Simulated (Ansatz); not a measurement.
Ansatz input file:

```yaml
crystal:
  lattice:
    - [-3.3593496294, 3.3593496294, 2.0924411831]
    - [3.3593496294, -3.3593496294, 2.0924411831]
    - [3.3593496294, 3.3593496294, -2.0924411831]
  atoms:
    - { symbol: Ta, position: [0.7837335311, 0.6055063642, 0.3892398953] }
    - { symbol: Ta, position: [0.3944936358, 0.7837335311, 0.1782271669] }
    - { symbol: Ta, position: [0.6055063642, 0.2162664689, 0.8217728331] }
    - { symbol: Ta, position: [0.2162664689, 0.3944936358, 0.6107601047] }
    - { symbol: "N", position: [0.5, 0.5, 0.0] }
    - { symbol: "N", position: [0.9089469935, 0.3062204575, 0.215167451] }
    - { symbol: "N", position: [0.6937795425, 0.9089469935, 0.6027265359] }
    - { symbol: "N", position: [0.3062204575, 0.0910530065, 0.3972734641] }
    - { symbol: "N", position: [0.0910530065, 0.6937795425, 0.784832549] }
basis:
  ecutwfc: 500
kpoints:
  mp_grid: { grid: [10, 10, 10] }
hamiltonian:
  xc: r2scan
scf:
  occupations: { method: gaussian, width: 0.1 }
output:
  forces: true
  stress: true
  eigenvalues: true
relax:
  adjacent_minimum: "off"
  f_tol: 0.01
  max_steps: 30
  cell: { stress_tol: 0.1, fix: [volume] }
```

Run as
```bash
ansatz run input.yaml --threads 2 --pin off --max-ram 5120MiB --backend cpu --events-out ev --progress --plain --runs-dir out
```

The calculation used Ansatz, DFT r2SCAN, scalar-relativistic, plane waves, PAW.

Abridged output:

```
Pseudopotentials: kind: paw
Pseudopotential: Ta, paw, valence charge 13, recommended cutoff 500 eV (meta_gga)
Pseudopotential: N, paw, valence charge 5, recommended cutoff 500 eV (meta_gga)
Functional definition: r2SCAN
Crystal: 9 atoms, lattice volume = 94.455 Å³
Basis set: ecut = 500 eV, 2439 PW (Γ), exchange–correlation on 160×160×160 points (64 copies of the dense FFT grid, shifted against one another)
Bands: 48, of which v1, the nominal top of the filled ones, is band 39 counted from 1 (38 counted from 0)
Symmetry: 8 space group operations
Space group: I4/m (ITA 87), of the structure as read, at distance tolerance 4.6e-5 Å
k-points: 144 of 1000
Initial density: superposition of atomic densities (neutral atoms: chi_scale 0, normalization atom), corrected by the library's trained network
Initial wavefunctions: pseudopotential atomic-orbital guess
Functional: x = r2scan, c = r2scan; τ floored in thin density (d = 2e-4 eV/Å³)
SCF iter   1: F=—  HF=-41712.056687 eV  |F-HF|=—  |Δ(HF+E_count)|=         —  Δρ=1.16e-2  dr2=7.99e-2  dr2_τ=7.56e-1  ethr=1.77e-3  ⟨swp⟩=7.0  Hψ=29637  notcnv=0  defer=1
SCF iter   2: F=—  HF=-41712.369315 eV  |F-HF|=—  |Δ(HF+E_count)|=   3.13e-1  Δρ=7.40e-3  dr2=6.88e-2  dr2_τ=6.10e-3  ethr=1.04e-4  ⟨swp⟩=2.0  Hψ=13959  notcnv=0  defer=437
SCF iter   3: F=—  HF=-41712.363225 eV  |F-HF|=—  |Δ(HF+E_count)|=   6.09e-3  Δρ=5.64e-3  dr2=3.71e-2  dr2_τ=4.17e-3  ethr=8.93e-5  ⟨swp⟩=2.6  Hψ=10605  notcnv=0  defer=437
SCF iter   4: F=—  HF=-41712.357058 eV  |F-HF|=—  |Δ(HF+E_count)|=   6.17e-3  Δρ=2.21e-3  dr2=6.06e-3  dr2_τ=6.74e-5  ethr=4.82e-5  ⟨swp⟩=2.0  Hψ=9092  notcnv=0  defer=431
SCF iter   5: F=—  HF=-41712.355889 eV  |F-HF|=—  |Δ(HF+E_count)|=   1.17e-3  Δρ=5.13e-4  dr2=3.07e-4  dr2_τ=3.71e-6  ethr=7.86e-6  ⟨swp⟩=2.0  Hψ=9091  notcnv=0  defer=431
SCF iter   6: F=—  HF=-41712.355840 eV  |F-HF|=—  |Δ(HF+E_count)|=   4.92e-5  Δρ=6.45e-5  dr2=3.99e-6  dr2_τ=4.02e-7  ethr=3.98e-7  ⟨swp⟩=2.3  Hψ=9603  notcnv=0  defer=431
SCF iter   7: F=—  HF=-41712.355841 eV  |F-HF|=—  |Δ(HF+E_count)|=   1.51e-6  Δρ=1.92e-5  dr2=3.01e-7  dr2_τ=4.49e-8  ethr=5.18e-9  ⟨swp⟩=2.9  Hψ=14819  notcnv=0  defer=431
SCF iter   8: F=-41712.355842 eV  HF=-41712.355842 eV  |F-HF|=2.79e-8  |Δ(HF+E_count)|=   1.96e-7  Δρ=6.26e-6  dr2=4.08e-8  dr2_τ=6.44e-9  ethr=1.30e-10  ⟨swp⟩=12.9  Hψ=34359  notcnv=0
SCF 1 converged in 8 iterations: F = -41712.355842 eV  dr2 = 4.08e-8
relax step   1: F+E_penalty+E_count = -41712.35584151 eV  Δ(F+E_penalty+E_count) = +0.000e0 eV  max|allowed force component| = 1.926e-1 eV/Å  Δτ_max = 0.0000 Å  P = +22.766 GPa  Ω = 94.455 Å³  fix = [volume]  reactions: volume +22.766 GPa (8 SCF iters, dr2 threshold 1.00e-7 eV, accepted)
Initial density: handed on by an earlier stage of this run
Initial wavefunctions: those handed on with the density
SCF iter   1: F=—  HF=-41712.358371 eV  |F-HF|=—  |Δ(HF+E_count)|=         —  Δρ=2.09e-3  dr2=3.26e-3  dr2_τ=4.71e-2  ethr=4.46e-6  ⟨swp⟩=3.8  Hψ=37583  notcnv=0
SCF iter   2: F=—  HF=-41712.364301 eV  |F-HF|=—  |Δ(HF+E_count)|=   5.93e-3  Δρ=1.20e-3  dr2=1.67e-3  dr2_τ=1.70e-4  ethr=4.23e-6  ⟨swp⟩=2.0  Hψ=11916  notcnv=0
SCF iter   3: F=—  HF=-41712.363735 eV  |F-HF|=—  |Δ(HF+E_count)|=   5.67e-4  Δρ=2.56e-4  dr2=5.43e-5  dr2_τ=6.46e-6  ethr=2.17e-6  ⟨swp⟩=2.0  Hψ=11852  notcnv=0
SCF iter   4: F=—  HF=-41712.363732 eV  |F-HF|=—  |Δ(HF+E_count)|=   2.48e-6  Δρ=7.65e-5  dr2=4.91e-6  dr2_τ=4.40e-7  ethr=7.05e-8  ⟨swp⟩=2.6  Hψ=11834  notcnv=0
SCF iter   5: F=—  HF=-41712.363734 eV  |F-HF|=—  |Δ(HF+E_count)|=   1.52e-6  Δρ=4.92e-5  dr2=2.85e-6  dr2_τ=3.77e-7  ethr=1.17e-9  ⟨swp⟩=9.5  Hψ=35382  notcnv=0
SCF iter   6: F=-41712.363733 eV  HF=-41712.363733 eV  |F-HF|=2.99e-8  |Δ(HF+E_count)|=   5.51e-7  Δρ=6.61e-6  dr2=5.71e-8  dr2_τ=4.95e-9  ethr=1.17e-9  ⟨swp⟩=3.4  Hψ=26155  notcnv=0
SCF 2 converged in 6 iterations: F = -41712.363733 eV  dr2 = 5.71e-8
relax step   2: F+E_penalty+E_count = -41712.36373298 eV  Δ(F+E_penalty+E_count) = -7.891e-3 eV  max|allowed force component| = 9.197e-2 eV/Å  Δτ_max = 0.0188 Å  P = +21.750 GPa  Ω = 94.455 Å³  energy of the carried Pulay correction = +1.551e-17 eV  fix = [volume]  reactions: volume +21.750 GPa (6 SCF iters, dr2 threshold 9.00e-7 eV, accepted)
SCF iter   1: F=—  HF=-41712.363385 eV  |F-HF|=—  |Δ(HF+E_count)|=         —  Δρ=4.79e-4  dr2=1.58e-4  dr2_τ=3.42e-3  ethr=2.29e-7  ⟨swp⟩=2.7  Hψ=30808  notcnv=0
SCF iter   2: F=—  HF=-41712.364505 eV  |F-HF|=—  |Δ(HF+E_count)|=   1.12e-3  Δρ=3.30e-4  dr2=1.55e-4  dr2_τ=1.27e-5  ethr=2.06e-7  ⟨swp⟩=3.5  Hψ=17491  notcnv=0
SCF iter   3: F=—  HF=-41712.364460 eV  |F-HF|=—  |Δ(HF+E_count)|=   4.47e-5  Δρ=1.19e-4  dr2=1.15e-5  dr2_τ=1.39e-6  ethr=2.02e-7  ⟨swp⟩=2.0  Hψ=10443  notcnv=0
SCF iter   4: F=—  HF=-41712.364461 eV  |F-HF|=—  |Δ(HF+E_count)|=   4.53e-7  Δρ=5.00e-5  dr2=2.12e-6  dr2_τ=4.39e-7  ethr=1.49e-8  ⟨swp⟩=2.0  Hψ=11149  notcnv=0
SCF iter   5: F=-41712.364461 eV  HF=-41712.364461 eV  |F-HF|=2.37e-8  |Δ(HF+E_count)|=   1.04e-7  Δρ=1.33e-5  dr2=8.80e-8  dr2_τ=1.58e-8  ethr=6.87e-10  ⟨swp⟩=7.3  Hψ=31092  notcnv=0
SCF 3 converged in 5 iterations: F = -41712.364461 eV  dr2 = 8.80e-8
relax step   3: F+E_penalty+E_count = -41712.36446069 eV  Δ(F+E_penalty+E_count) = -7.277e-4 eV  max|allowed force component| = 1.303e-2 eV/Å  Δτ_max = 0.0032 Å  P = +21.825 GPa  Ω = 94.455 Å³  energy of the carried Pulay correction = +1.551e-17 eV  fix = [volume]  reactions: volume +21.825 GPa (5 SCF iters, dr2 threshold 5.29e-7 eV, accepted)
SCF iter   1: F=—  HF=-41712.364445 eV  |F-HF|=—  |Δ(HF+E_count)|=         —  Δρ=1.09e-4  dr2=8.63e-6  dr2_τ=1.20e-4  ethr=1.27e-8  ⟨swp⟩=2.5  Hψ=33095  notcnv=0
SCF iter   2: F=—  HF=-41712.364486 eV  |F-HF|=—  |Δ(HF+E_count)|=   4.07e-5  Δρ=6.87e-5  dr2=8.73e-6  dr2_τ=4.99e-7  ethr=1.12e-8  ⟨swp⟩=2.7  Hψ=15161  notcnv=0
SCF iter   3: F=—  HF=-41712.364483 eV  |F-HF|=—  |Δ(HF+E_count)|=   2.40e-6  Δρ=2.53e-5  dr2=6.55e-7  dr2_τ=7.16e-8  ethr=1.12e-8  ⟨swp⟩=2.1  Hψ=10764  notcnv=0
SCF iter   4: F=—  HF=-41712.364483 eV  |F-HF|=—  |Δ(HF+E_count)|=   2.89e-8  Δρ=1.07e-5  dr2=8.33e-8  dr2_τ=1.92e-8  ethr=8.50e-10  ⟨swp⟩=2.0  Hψ=9943  notcnv=0
SCF iter   5: F=-41712.364483 eV  HF=-41712.364483 eV  |F-HF|=5.46e-10  |Δ(HF+E_count)|=  9.53e-10  Δρ=2.68e-6  dr2=3.03e-9  dr2_τ=9.08e-10  ethr=1.38e-11  ⟨swp⟩=4.0  Hψ=29858  notcnv=0
SCF 4 converged in 5 iterations: F = -41712.364483 eV  dr2 = 3.03e-9
relax step   4: F+E_penalty+E_count = -41712.36448320 eV  Δ(F+E_penalty+E_count) = -2.251e-5 eV  max|allowed force component| = 3.921e-3 eV/Å  Δτ_max = 0.0006 Å  P = +21.819 GPa  Ω = 94.455 Å³  fix = [volume]  reactions: volume +21.819 GPa (5 SCF iters, dr2 threshold 1.06e-8 eV, accepted)
Initial wavefunctions: pseudopotential atomic-orbital guess (no wavefunctions were taken with the density)
SCF iter   1: F=—  HF=-41712.364484 eV  |F-HF|=—  |Δ(HF+E_count)|=         —  Δρ=5.94e-6  dr2=5.30e-9  dr2_τ=2.41e-8  ethr=5.48e-8  ⟨swp⟩=4.9  Hψ=52276  notcnv=0
SCF iter   2: F=—  HF=-41712.364484 eV  |F-HF|=—  |Δ(HF+E_count)|=   3.11e-7  Δρ=1.05e-6  dr2=1.42e-9  dr2_τ=1.80e-10  ethr=6.89e-12  ⟨swp⟩=3.9  Hψ=17892  notcnv=0
SCF iter   3: F=—  HF=-41712.364484 eV  |F-HF|=—  |Δ(HF+E_count)|=  2.11e-10  Δρ=7.52e-7  dr2=8.40e-10  dr2_τ=7.53e-11  ethr=1.85e-12  ⟨swp⟩=2.4  Hψ=11957  notcnv=0
SCF iter   4: F=-41712.364484 eV  HF=-41712.364484 eV  |F-HF|=5.09e-11  |Δ(HF+E_count)|=  1.38e-10  Δρ=2.18e-7  dr2=4.93e-11  dr2_τ=1.11e-11  ethr=1.00e-12  ⟨swp⟩=6.0  Hψ=30684  notcnv=0
SCF 5 converged in 4 iterations: F = -41712.364484 eV  dr2 = 4.93e-11
SCF converged after 4 iterations
Free energy (F): -41712.364484 eV
Harris-Foulkes:  -41712.364484 eV  (|F-HF|=5.09e-11)
Internal energy: -41712.356936 eV  (E = F + TS)
E sigma→0 (E₀):  -41712.360710 eV
Entropy (-TS):   -0.007548 eV (-0.839 meV/atom)
Fermi energy:    19.554580 eV
--- Per-component energies (eV) ---
  E_band       = -324.531783
  E_kinetic    = 2153.449403
  E_local      = -3057.568040  (includes V_loc(G=0)·N_el)
  E_nonlocal   = 287.856233
  E_hartree    = 1066.549103
  E_xc         = -1126.934057
  E_vxc        = -1324.641767  (∫ρ·V_xc dr)
  E_paw        = -34340.622879  (= ΣΔE_a)
  E_vpaw       = -585.485801  (= ΣTr[D̂ρ^β])
  E_aug_tail   = 0.000455  (compensation charges beyond the density's cutoff)
  E_vtau       = 68.759410  (kinetic-family band-sum trace: ∫τ·v_τ [+ j·A + Jᵃ·Aᵃ] dr)
  E_ewald      = -6691.914210
  E_core_change = -3.172944  (= ΣΔE_core)
  E_smearing   = -0.007548  (= −TS)
--- Forces (eV/Å), atoms counted from 1 ---
  atom   1  Ta    -0.00009188     0.00388876     0.00000000
  atom   2  Ta     0.00388876     0.00009188     0.00000000
  atom   3  Ta    -0.00388876    -0.00009188     0.00000000
  atom   4  Ta     0.00009188    -0.00388876     0.00000000
  atom   5  N      0.00000000     0.00000000     0.00000000
  atom   6  N     -0.00016260    -0.00107762     0.00000000
  atom   7  N     -0.00107762     0.00016260     0.00000000
  atom   8  N      0.00107762    -0.00016260     0.00000000
  atom   9  N      0.00016260     0.00107762     0.00000000
--- Stress (GPa, compression-positive) ---
       21.827742       0.000000       0.000000
        0.000000      21.827742       0.000000
        0.000000       0.000000      21.803120
  P = ⅓ Tr σ = 21.8195 GPa (218.195 kbar)
--- Band table (eV; the first three rows and the last of 144) ---
  k-point 0: bands = ["-51.5542", "-51.4558", "-51.4479", "-51.4479", "-17.9321", "-17.9219", "-17.7346", "-17.7346", "-17.7164", "-17.7164", "-17.4972", "-17.3578", "-17.2709", "-17.2177", "-17.0941", "-17.0941", "0.1922", "2.0413", "2.0413", "2.5336", "2.9563", "11.6119", "11.6119", "12.1343", "12.4189", "12.6637", "13.1591", "13.1591", "13.3023", "13.3522", "14.1096", "14.1096", "14.7650", "16.4974", "16.5946", "16.5946", "18.0017", "18.0017", "18.3659", "20.1861", "20.4396", "20.8133", "20.8133", "21.3014", "21.3014", "21.4649", "22.1947", "23.5281"]
  k-point 1: bands = ["-51.5522", "-51.4614", "-51.4478", "-51.4445", "-17.9382", "-17.9119", "-17.7522", "-17.7282", "-17.7170", "-17.7127", "-17.4815", "-17.3453", "-17.2731", "-17.2207", "-17.1141", "-17.0938", "0.2587", "1.9774", "2.0417", "2.5022", "2.9778", "11.4928", "11.5224", "12.3158", "12.4452", "12.5716", "13.0981", "13.3681", "13.3828", "13.5208", "14.0964", "14.1611", "14.6480", "16.2485", "16.3817", "16.5128", "17.9189", "17.9698", "18.5508", "19.9122", "20.4197", "20.8365", "21.0991", "21.2885", "21.3532", "21.7033", "22.3916", "23.6304"]
  k-point 2: bands = ["-51.5464", "-51.4717", "-51.4474", "-51.4406", "-17.9596", "-17.8659", "-17.7950", "-17.7539", "-17.7188", "-17.6646", "-17.4439", "-17.3180", "-17.2782", "-17.2299", "-17.1703", "-17.0933", "0.4485", "1.8331", "2.0410", "2.4124", "2.9991", "11.3215", "11.4132", "12.4017", "12.5189", "12.7248", "13.1210", "13.4085", "13.6541", "13.8719", "14.0581", "14.3159", "14.4561", "15.5240", "16.1193", "16.3342", "17.5649", "17.8734", "18.8569", "19.8363", "20.4792", "20.8287", "20.9433", "21.2917", "22.0312", "22.0622", "22.8852", "23.7212"]
  k-point 143: bands = ["-51.4984", "-51.4984", "-51.4600", "-51.4497", "-17.9524", "-17.9352", "-17.7940", "-17.6728", "-17.6728", "-17.5088", "-17.4035", "-17.4035", "-17.3401", "-17.3401", "-17.1999", "-17.0756", "1.4975", "1.7404", "1.7404", "2.0365", "2.6703", "11.4251", "11.4251", "11.8207", "11.9015", "13.1267", "14.1111", "14.1199", "14.1199", "14.1941", "14.3326", "14.3326", "14.3555", "15.3081", "15.6307", "15.6307", "15.8427", "17.1784", "17.5826", "18.9759", "18.9759", "22.4757", "22.5842", "22.5842", "23.1813", "23.2662", "23.2662", "23.3483"]
--- Relaxed structure (4 steps of the walk, 4 accepted, 1 SCFs on fresh bases) ---
  F+E_penalty+E_count = -41712.36448395 eV   max|allowed force component| = 3.889e-3 eV/Å   (the final SCF, on the basis selected at the relaxed cell)
  cell:  # Å, volume = 94.4547 Å³
    - [-3.35618457, 3.35618457, 2.09638960]
    - [3.35618457, -3.35618457, 2.09638960]
    - [3.35618457, 3.35618457, -2.09638960]
  atoms:
    - { symbol: Ta, position: [0.78455346, 0.60527462, 0.38982808] }
    - { symbol: Ta, position: [0.39472537, 0.78455346, 0.17927883] }
    - { symbol: Ta, position: [0.60527462, 0.21544653, 0.82072116] }
    - { symbol: Ta, position: [0.21544653, 0.39472537, 0.61017191] }
    - { symbol: N, position: [0.5, 0.5, 0.0] }
    - { symbol: N, position: [0.90949056, 0.30373234, 0.21322291] }
    - { symbol: N, position: [0.69626765, 0.90949056, 0.60575821] }
    - { symbol: N, position: [0.30373234, 0.09050943, 0.39424178] }
    - { symbol: N, position: [0.09050943, 0.69626765, 0.78677708] }
```

The relaxation met its thresholds.

It took 61 s on 2 threads of AMD EPYC 9R45 96-Core Processor (Zen 5) (shared host), peak memory 1.1 GiB.

Spin–orbit coupling is left out, which can shift energies with elements as heavy as these.